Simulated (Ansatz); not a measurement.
Input of an Ansatz 0.2.0 run:

Contents of input.yaml:

```yaml
crystal:
  lattice:
    - [2.9194, 0.0, 0.0]
    - [-1.4597, 2.5282745638, 0.0]
    - [0.0, 0.0, 4.713]
  atoms:
    - { symbol: Ti, position: [0.3333333333, 0.6666666667, 0.72126] }
    - { symbol: Ti, position: [0.6666666667, 0.3333333333, 0.27874] }
    - { symbol: O, position: [0.0, 0.0, 0.0] }
hamiltonian:
  xc: pbesol
  pseudopotentials: { kind: paw }
kpoints:
  mp_grid: { grid: [10, 10, 6] }
scf:
  occupations: { method: fermi_dirac, width: 0.05 }
output:
  forces: true
  stress: true
  eigenvalues: true
  write_density: true
  write_potential: true
  elf: true
  volumetric_format: npy
relax:
  f_tol: 0.01
  max_steps: 40
  cell: { stress_tol: 0.05 }
```

Potentials or basis: Ansatz PAW.

Run with:

```bash
$ ansatz run input.yaml --threads 2 --pin off --max-ram 5632MiB --backend cpu --events-out ev --progress --plain --runs-dir out
```

(1) Predict the band gap on the k mesh.

(2) What does it give for the space group after relaxing (to 0.05 Å)?

(3) Estimate the relaxed volume.

## Answers

(1) none (metal or under the smearing width).

(2) P-3m1 (No. 164).

(3) 11.89 Å³/atom.

Caveat: the pressure holds a Pulay correction of +0.4 GPa for the finite cutoff; semilocal functionals often make such compounds metallic where correlation or magnetic order opens a gap, which also shifts bond lengths; the PAW data sets come from PBE, with cores solved anew for the run's functional, which leaves a small shift of forces and pressure.
